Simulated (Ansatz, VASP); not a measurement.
# ZnO in two plane-wave programs, part 2 of 2

Wanted: the spread between two codes on one cell, functional and k mesh. The cell is taken from a series of VASP runs on this material, whose earlier steps may have relaxed, scaled or displaced it; both programs get it as it stands.

VASP 6.6.1 and Ansatz 0.2.0.

So far. Step 3 (Ansatz: single point, PBE): The run ends at a pressure of 4.90 GPa, with forces up to 8.2e-4 eV/Å. Step 6 (Ansatz: single point, PBE, spin-orbit coupling): The run ends at a pressure of 4.88 GPa, with forces up to 9.1e-4 eV/Å.

### Step 7. VASP: single point, PBE, spin-orbit coupling

Level of this step: PBE, spin-orbit coupling; plane waves and PAW (Zn, O) (VASP).

The same cell, functional, mesh and smearing now go to VASP, with its own data sets and cutoff.

Contents of INCAR:

```
SYSTEM = ZnO
PREC = Accurate
ENCUT = 520
EDIFF = 1E-08
NELM = 100
ISMEAR = 0
SIGMA = 0.02
LREAL = .FALSE.
ALGO = Normal
GGA = PE
LNONCOLLINEAR = .TRUE.
MAGMOM = 0 0 0 0 0 0 0 0 0 0 0 0
NBANDS = 48
GGA_COMPAT = .FALSE.
LASPH = .TRUE.
LSORBIT = .TRUE.
LORBIT = 11
LWAVE = .FALSE.
LCHARG = .FALSE.
KPAR = 4
```

Contents of POSCAR:

```
ZnO
1.0
    3.2493080000      0.0000000000      0.0000000000
   -1.6246540000      2.8139830000      0.0000000000
    0.0000000000      0.0000000000      5.2057090000
Zn O
2 2
Direct
    0.3333330000      0.6666670000      0.4989739082
    0.6666670000      0.3333330000      0.9989739082
    0.6666670000      0.3333330000      0.3800360918
    0.3333330000      0.6666670000      0.8800360918
```

Contents of KPOINTS:

```
Automatic mesh
0
Gamma
10 10 6
0 0 0
```

Contents of KPOINTS_OPT:

```
points round the band edges
26
Reciprocal
  0.0000000000   0.0000000000   0.0000000000 1
  0.0000000000   0.0000000000   0.0000000000 1
 -0.0041371474   0.0020685737   0.0000000000 1
  0.0041371474  -0.0020685737   0.0000000000 1
  0.0000000000  -0.0035828744   0.0000000000 1
  0.0000000000   0.0035828744   0.0000000000 1
  0.0000000000   0.0000000000  -0.0066281146 1
  0.0000000000   0.0000000000   0.0066281146 1
 -0.0155143029   0.0077571514   0.0000000000 1
  0.0155143029  -0.0077571514   0.0000000000 1
  0.0000000000  -0.0134357791   0.0000000000 1
  0.0000000000   0.0134357791   0.0000000000 1
  0.0000000000   0.0000000000  -0.0248554296 1
  0.0000000000   0.0000000000   0.0248554296 1
 -0.0041371474   0.0020685737   0.0000000000 1
  0.0041371474  -0.0020685737   0.0000000000 1
  0.0000000000  -0.0035828744   0.0000000000 1
  0.0000000000   0.0035828744   0.0000000000 1
  0.0000000000   0.0000000000  -0.0066281146 1
  0.0000000000   0.0000000000   0.0066281146 1
 -0.0155143029   0.0077571514   0.0000000000 1
  0.0155143029  -0.0077571514   0.0000000000 1
  0.0000000000  -0.0134357791   0.0000000000 1
  0.0000000000   0.0134357791   0.0000000000 1
  0.0000000000   0.0000000000  -0.0248554296 1
  0.0000000000   0.0000000000   0.0248554296 1
```

The projector-augmented-wave data sets are Zn and O (PBE family, release 64).

Command:

```
> mpirun -np 4 vasp_ncl
```

Numbers of over 12 decimals in the logs are rounded to 6 here.

What it wrote:

```text
[... set-up lines as in an earlier step ...]
 entering main loop
       N       E                     dE             d eps       ncg     rms          rms(c)
DAV:   1     0.384604040361E+03    0.38460E+03   -0.17100E+04  8120   0.219E+03
DAV:   2     0.401661572946E+02   -0.34444E+03   -0.32173E+03  8128   0.528E+02
DAV:   3    -0.182748600165E+02   -0.58441E+02   -0.57094E+02  8944   0.195E+02
DAV:   4    -0.210505097021E+02   -0.27756E+01   -0.27620E+01  9160   0.455E+01
[...]
DAV:  16    -0.178309018017E+02    0.18849E-06   -0.17211E-06  8640   0.109E-02    0.756E-04
DAV:  17    -0.178309017406E+02    0.61106E-07   -0.66662E-08  9016   0.220E-03    0.125E-03
DAV:  18    -0.178309017504E+02   -0.97771E-08   -0.15988E-08  7040   0.202E-03
   1 F= -.17830902E+02 E0= -.17830902E+02  d E =-.269828E-12  mag=     0.0000     0.0000     0.0000
 Start KPOINTS_OPT (optional k-point list driver)
k-point batch [1-26\26]
       N       E                     dE             ncg
DAV:   1     0.705850395340E+04    0.63566E+04     2496
DAV:   2    -0.182273586279E+04   -0.88812E+04     2616
DAV:   3    -0.310560916596E+04   -0.12829E+04     2888
DAV:   4    -0.316173031378E+04   -0.56121E+02     2864
[...]
DAV:   8    -0.316215473710E+04   -0.24612E-05     2776
DAV:   9    -0.316215473716E+04   -0.58246E-07     2096
DAV:  10    -0.316215473716E+04   -0.31696E-08     1824
```

From OUTCAR (step 7):

```text
  Total        1.6976067      1.6976063      1.9041403      0.0000000      0.0000000      0.0000000
  in kB       57.1419970     57.1419860     64.0939884      0.0000000      0.0000000      0.0000000
  external PRESSURE =      59.4593238 kB  Pullay stress =       0.0000000 kB

 POSITION                                       TOTAL-FORCE (eV/Angst)
 -----------------------------------------------------------------------------------
     -0.00000      1.87599      2.59751         0.000000      0.000000      0.000077
      1.62466      0.93799      5.20037        -0.000000      0.000000      0.000077
      1.62466      0.93799      1.97836        -0.000000      0.000000     -0.000077
     -0.00000      1.87599      4.58121         0.000000     -0.000000     -0.000077
 -----------------------------------------------------------------------------------
    total drift:                                0.000412     -0.000238     -0.002635

  FREE ENERGIE OF THE ION-ELECTRON SYSTEM (eV)
  ---------------------------------------------------
  free  energy   TOTEN  =       -17.8309017504 eV

  energy  without entropy=      -17.8309017504  energy(sigma->0) =      -17.83090175

 magnetization (x)
# of ion       s       p       d       tot
------------------------------------------
    1        0.000  -0.000   0.000  -0.000
    2       -0.000   0.000   0.000   0.000
    3       -0.000   0.000   0.000  -0.000
    4        0.000   0.000   0.000   0.000
--------------------------------------------------
tot          0.000   0.000   0.000   0.000

 magnetization (y)
# of ion       s       p       d       tot
------------------------------------------
    1        0.000   0.000   0.000   0.000
    2        0.000  -0.000   0.000  -0.000
    3        0.000   0.000   0.000   0.000
    4        0.000   0.000   0.000   0.000
--------------------------------------------------
tot          0.000   0.000   0.000   0.000

 magnetization (z)
# of ion       s       p       d       tot
------------------------------------------
    1        0.000   0.000   0.000   0.000
    2        0.000   0.000   0.000   0.000
    3        0.000   0.000   0.000   0.000
    4        0.000  -0.000   0.000  -0.000
--------------------------------------------------
tot          0.000   0.000   0.000   0.000

[... 1 part as in an earlier step ...]

[... 2 further parts left out ...]
[key lines of the parts left out:]
E-fermi :   1.3082
```

The run ends at a pressure of 5.95 GPa.

### Step 8. Differences

What differs besides the data sets and the points named for the pairs above, as far as they apply: spin-orbit coupling enters by fully relativistic files in Ansatz and inside the spheres in VASP. Total energies have different zeros and are not compared.

Compared:

```tsv
quantity	Ansatz	VASP	difference
pressure (GPa)	4.88	5.95	-1.06
pressure without Ansatz's Pulay correction (GPa)	4.15	5.95	-1.79
gap on the k mesh (eV)	0.784	0.769	+0.015
```

A gap on the mesh is an upper bound, since the band edges may lie between its points. Ansatz's pressure holds a Pulay correction of 0.73 GPa; VASP's holds none.

### Step 9. Further runs

Further runs change the set-up of one program: Ansatz's method, potentials or start, or VASP's data sets, cutoff or form of LDA. The table gives Ansatz less VASP for each quantity, since a change that brings one quantity closer may part another.

```tsv
run	r.m.s. force difference (meV/Å)	pressure (GPa)	gap on the k mesh (eV)
as above	0.48	-1.1	0.015
Ansatz's larger PAW set (cutoff 900 eV)	0.79	-1.1	0.031
norm-conserving potentials (cutoff 1143 eV)	0.65	-1.4	0.082
```

### Step 10. Ansatz: band structure, PBE

The same path points are solved in both programs, so levels can be compared one by one. The cell compared in this pair holds 47.84 Å³, against 47.60 Å³ for the pair before.

The cell is taken from a series of VASP runs on this material, whose earlier steps may have relaxed, scaled or displaced it; both programs get it as it stands.

Contents of input.yaml:

```yaml
crystal:
  lattice:
    - [3.249308, 0.0, 0.0]
    - [-1.624654, 2.813983, 0.0]
    - [0.0, 0.0, 5.231737545]
  atoms:
    - { symbol: Zn, position: [0.333333, 0.666667, 0.4996806844] }
    - { symbol: Zn, position: [0.666667, 0.333333, 0.9996806844] }
    - { symbol: O, position: [0.666667, 0.333333, 0.3793293156] }
    - { symbol: O, position: [0.333333, 0.666667, 0.8793293156] }
hamiltonian:
  xc: pbe
  pseudopotentials: { kind: paw }
kpoints:
  mp_grid: { grid: [10, 10, 6] }
  band_path:
    path:
      - [0.0, 0.0, 0.0]
      - [0.13333, 0.0, 0.0]
      - [0.3, 0.0, 0.0]
      - [0.46667, 0.0, 0.0]
      - [0.46667, 0.06667, 0.0]
      - [0.41111, 0.17778, 0.0]
      - [0.35556, 0.28889, 0.0]
      - [0.28889, 0.28889, 0.0]
      - [0.17778, 0.17778, 0.0]
      - [0.06667, 0.06667, 0.0]
      - [0.0, 0.0, 0.03333]
      - [0.0, 0.0, 0.2]
      - [0.0, 0.0, 0.36667]
      - [0.0, 0.0, 0.5]
      - [0.16667, 0.0, 0.5]
      - [0.3, 0.0, 0.5]
      - [0.46667, 0.0, 0.5]
      - [0.46667, 0.06667, 0.5]
      - [0.41111, 0.17778, 0.5]
      - [0.35556, 0.28889, 0.5]
      - [0.28889, 0.28889, 0.5]
      - [0.17778, 0.17778, 0.5]
      - [0.06667, 0.06667, 0.5]
      - [0.5, 0.0, 0.46667]
      - [0.5, 0.0, 0.3]
      - [0.5, 0.0, 0.13333]
      - [0.33333, 0.33333, 0.0]
      - [0.33333, 0.33333, 0.16667]
      - [0.33333, 0.33333, 0.33333]
      - [0.33333, 0.33333, 0.5]
    npoints: 1
scf:
  occupations: { method: gaussian, width: 0.02 }
  n_extra_bands: 8
output:
  forces: true
  stress: true
  eigenvalues: true
```

Command:

```
> ansatz run input.yaml --threads 2 --pin off --max-ram 4608MiB --backend cpu --events-out ev --progress --plain --runs-dir out
```

What it wrote:

```text
[...]
Crystal: 4 atoms, lattice volume = 47.836 Å³
Basis set: ecut = 420 eV, 941 PW (Γ), exchange–correlation on 48×48×72 points (8 copies of the dense FFT grid, shifted against one another)
Bands: 26, of which v1, the nominal top of the filled ones, is band 18 counted from 1 (17 counted from 0)
Symmetry: 12 space group operations
[...]
k-point 0: bands = [... 14 lower, 6.3657, 7.0653, 7.1525, 7.1525, 7.9428, 12.3710, 15.3487, 20.0429, ... 4 higher]
  k-point 1: bands = [... 14 lower, 6.4193, 6.5095, 7.1004, 7.1004, 8.5865, 12.1331, 15.5618, 20.0467, ... 4 higher]
  k-point 2: bands = [... 14 lower, 6.5657, 6.5657, 6.9593, 6.9593, 9.5869, 11.4957, 16.1856, 18.6294, ... 4 higher]
  k-point 55: bands = [... 14 lower, 4.5737, 4.5737, 5.9138, 5.9138, 14.5160, 14.5160, 15.6410, 15.6410, ... 4 higher]
[key lines of the parts left out:]
SCF converged after 6 iterations
Free energy (F): -7773.674385 eV
Fermi energy:    7.547844 eV
P = ⅓ Tr σ = 4.1654 GPa (41.654 kbar)
```

Run time: 8.1 s. Hardware: 2 threads of Arm Neoverse N1, shared host; peak memory 0.36 GiB; 16 s of CPU time.

### Step 11. VASP: band structure, PBE

The same cell, functional, mesh and smearing now go to VASP, with its own data sets and cutoff.

Contents of INCAR:

```
SYSTEM = ZnO
PREC = Accurate
ENCUT = 520
EDIFF = 1E-06
NELM = 100
ISMEAR = 0
SIGMA = 0.02
LREAL = .FALSE.
ALGO = Normal
GGA = PE
NBANDS = 32
LORBIT = 11
LWAVE = .FALSE.
LCHARG = .FALSE.
KPAR = 4
ISIF = 2
```

Contents of POSCAR:

```
ZnO
1.0
    3.2493080000      0.0000000000      0.0000000000
   -1.6246540000      2.8139830000      0.0000000000
    0.0000000000      0.0000000000      5.2317375450
Zn O
2 2
Direct
    0.3333330000      0.6666670000      0.4996806844
    0.6666670000      0.3333330000      0.9996806844
    0.6666670000      0.3333330000      0.3793293156
    0.3333330000      0.6666670000      0.8793293156
```

KPOINTS is that of step 7.

Contents of KPOINTS_OPT:

```
Line mode
16
Line-mode
Reciprocal
  0.00000000   0.00000000   0.00000000 GAMMA
  0.50000000   0.00000000   0.00000000 M

  0.50000000   0.00000000   0.00000000 M
  0.33333333   0.33333333   0.00000000 K

  0.33333333   0.33333333   0.00000000 K
  0.00000000   0.00000000   0.00000000 GAMMA

  0.00000000   0.00000000   0.00000000 GAMMA
  0.00000000   0.00000000   0.50000000 A

  0.00000000   0.00000000   0.50000000 A
  0.50000000   0.00000000   0.50000000 L

  0.50000000   0.00000000   0.50000000 L
  0.33333333   0.33333333   0.50000000 H

  0.33333333   0.33333333   0.50000000 H
  0.00000000   0.00000000   0.50000000 A

  0.50000000   0.00000000   0.50000000 L
  0.50000000   0.00000000   0.00000000 M

  0.33333333   0.33333333   0.00000000 K
  0.33333333   0.33333333   0.50000000 H
```

Command:

```
> mpirun -np 4 vasp_std
```

What it wrote:

```text
[... set-up lines as in an earlier step ...]
 entering main loop
       N       E                     dE             d eps       ncg     rms          rms(c)
DAV:   1     0.311294502892E+03    0.31129E+03   -0.16979E+04  3768   0.165E+03
DAV:   2     0.142975748416E+02   -0.29700E+03   -0.26973E+03  3616   0.384E+02
DAV:   3    -0.204182625195E+02   -0.34716E+02   -0.34160E+02  4312   0.122E+02
DAV:   4    -0.210712254758E+02   -0.65296E+00   -0.65240E+00  3840   0.176E+01
[...]
DAV:  13    -0.178277270746E+02   -0.45360E-05   -0.29240E-05  4128   0.957E-02    0.126E-02
DAV:  14    -0.178277256895E+02    0.13850E-05   -0.10486E-05  4208   0.239E-02    0.145E-03
DAV:  15    -0.178277255175E+02    0.17206E-06   -0.40481E-07  2360   0.448E-03
   1 F= -.17827726E+02 E0= -.17827726E+02  d E =-.373694E-31
 Start KPOINTS_OPT (optional k-point list driver)
k-point batch [1-56\144]
       N       E                     dE             ncg
DAV:   1     0.945990815728E+04   -0.37250E+05     3760
DAV:   2    -0.659182840438E+04   -0.16052E+05     3592
DAV:   3    -0.839742681608E+04   -0.18056E+04     4272
DAV:   4    -0.843135490827E+04   -0.33928E+02     3920
DAV:   5    -0.843146866144E+04   -0.11375E+00     4288
DAV:   6    -0.843146929273E+04   -0.63130E-03     3944
DAV:   7    -0.843146929780E+04   -0.50657E-05     3792
DAV:   8    -0.843146929791E+04   -0.11439E-06     2656
[...]
k-point batch [113-144\144]
       N       E                     dE             ncg
DAV:   1     0.330258182834E+05   -0.40657E+05     2104
DAV:   2     0.236245449408E+05   -0.94013E+04     2064
DAV:   3     0.225638207523E+05   -0.10607E+04     2408
DAV:   4     0.225440507237E+05   -0.19770E+02     2256
DAV:   5     0.225439861176E+05   -0.64606E-01     2472
DAV:   6     0.225439857394E+05   -0.37828E-03     2272
DAV:   7     0.225439857362E+05   -0.31660E-05     2160
DAV:   8     0.225439857361E+05   -0.63636E-07     1520
```

Parts of OUTCAR (step 11):

```text
  Total        1.5430223      1.5430220      1.6144211      0.0000000      0.0000000      0.0000000
  in kB       51.6802350     51.6802250     54.0715857      0.0000000      0.0000000      0.0000000
  external PRESSURE =      52.4773486 kB  Pullay stress =       0.0000000 kB

 POSITION                                       TOTAL-FORCE (eV/Angst)
 -----------------------------------------------------------------------------------
     -0.00000      1.87599      2.61420         0.000000      0.000000     -0.000490
      1.62466      0.93799      5.23007         0.000000      0.000000     -0.000490
      1.62466      0.93799      1.98455         0.000000      0.000000      0.000490
     -0.00000      1.87599      4.60042        -0.000000     -0.000000      0.000490
 -----------------------------------------------------------------------------------
    total drift:                                0.000410     -0.000237     -0.000886

  FREE ENERGIE OF THE ION-ELECTRON SYSTEM (eV)
  ---------------------------------------------------
  free  energy   TOTEN  =       -17.8277255175 eV

  energy  without entropy=      -17.8277255175  energy(sigma->0) =      -17.82772552

[... 3 further parts left out ...]
[key lines of the parts left out:]
E-fermi :   1.3207
```

The run ends at a pressure of 5.25 GPa, with forces up to 4.9e-4 eV/Å.

### Step 12. Side by side

Both answers:

```tsv
quantity	Ansatz	VASP	difference
pressure (GPa)	4.17	5.25	-1.08
pressure without Ansatz's Pulay correction (GPa)	3.43	5.25	-1.81
gap over the path points (eV)	0.790	0.774	+0.016
```

Levels at points of the path, from each program's valence-band top (eV; 4 filled, then empty):

```tsv
k (reciprocal lattice)	Ansatz	VASP
0.000 0.000 0.000	-0.79 -0.09 0.00 0.00 0.79 5.22 8.20	-0.79 -0.09 0.00 0.00 0.77 5.20 8.19
0.133 0.000 0.000	-1.02 -0.86 -0.20 -0.12 1.89 5.91 8.19	-1.02 -0.87 -0.20 -0.12 1.88 5.89 8.18
0.300 0.000 0.000	-2.05 -1.71 -0.69 -0.52 3.86 7.38 8.07	-2.05 -1.71 -0.69 -0.52 3.85 7.36 8.05
0.467 0.000 0.000	-2.79 -2.23 -1.25 -0.82 5.65 6.98 7.60	-2.79 -2.23 -1.25 -0.82 5.63 6.96 7.58
0.467 0.067 0.000	-2.83 -2.31 -1.31 -0.91 5.89 6.99 7.61	-2.83 -2.32 -1.32 -0.91 5.88 6.98 7.59
0.411 0.178 0.000	-3.20 -2.35 -1.55 -1.24 6.53 7.51 7.66	-3.20 -2.35 -1.56 -1.24 6.51 7.50 7.64
0.356 0.289 0.000	-3.45 -2.06 -1.79 -1.64 7.36 7.70 7.83	-3.44 -2.07 -1.80 -1.64 7.34 7.67 7.82
0.289 0.289 0.000	-3.26 -2.31 -1.56 -1.55 6.80 7.68 8.23	-3.25 -2.32 -1.57 -1.55 6.79 7.66 8.21
0.178 0.178 0.000	-2.42 -1.84 -0.74 -0.69 4.09 7.50 8.38	-2.42 -1.85 -0.74 -0.69 4.08 7.49 8.36
0.067 0.067 0.000	-1.02 -0.69 -0.17 -0.10 1.70 5.76 8.19	-1.02 -0.70 -0.17 -0.10 1.68 5.74 8.19
```

Among the levels compared at these points, filled levels agree within 8 meV and empty ones within 26 meV. Ansatz's pressure holds a Pulay correction of 0.73 GPa; VASP's holds none.

### Step 13. Further runs

Further runs change the set-up of one program: Ansatz's method, potentials or start, or VASP's data sets, cutoff or form of LDA. The table gives Ansatz less VASP for each quantity, since a change that brings one quantity closer may part another.

```tsv
run	r.m.s. force difference (meV/Å)	pressure (GPa)	gap over the path points (eV)
as above	0.59	-1.1	0.016
Ansatz's larger PAW set (cutoff 900 eV)	0.4	-1.2	0.032
norm-conserving potentials (cutoff 1240 eV)	0.91	-1.3	0.066
```

### Step 14. Summary of results

| Property | Result |
| --- | --- |
| difference in pressure (single point, PBE) | -1.1 GPa |
| difference in pressure (single point, PBE, spin-orbit coupling) | -1.1 GPa |
| difference in pressure (band structure, PBE) | -1.1 GPa |

**Reading.** The difference in pressure is -1.1 GPa (single point, PBE), beyond the 1 GPa picked in this series as the mark of a large difference. Single point, PBE, Ansatz's larger PAW set (cutoff 900 eV): the difference in gap on the k mesh goes from 0.016 to 0.032 eV. Single point, PBE, norm-conserving potentials (cutoff 1240 eV): the difference in gap on the k mesh goes from 0.016 to 0.067 eV. Single point, PBE, spin-orbit coupling, Ansatz's larger PAW set (cutoff 900 eV): r.m.s. force difference goes from 0.48 to 0.79 meV/Å; the difference in gap on the k mesh goes from 0.015 to 0.031 eV. Single point, PBE, spin-orbit coupling, norm-conserving potentials (cutoff 1143 eV): r.m.s. force difference goes from 0.48 to 0.65 meV/Å; the difference in pressure goes from -1.1 to -1.4 GPa; the difference in gap on the k mesh goes from 0.015 to 0.082 eV. Band structure, PBE, Ansatz's larger PAW set (cutoff 900 eV): r.m.s. force difference goes from 0.59 to 0.4 meV/Å; the difference in gap over the path points goes from 0.016 to 0.032 eV. 8 further runs of this series are not shown here. How closely two codes agree says nothing of how well the functional describes the real material.

[Lines on the potential files, build, host, timing and source positions are cut from VASP's logs without a mark.]

[Logs are printed without paths, hosts, clocks, repeated set-up lines and the standing remarks that a program may print on its own settings, such as how far it seeks lower states.]

[Hosts, paths, dates, database ids (printed as entryN), source tags and the programs' standing remarks are cut or masked in the printed files.]
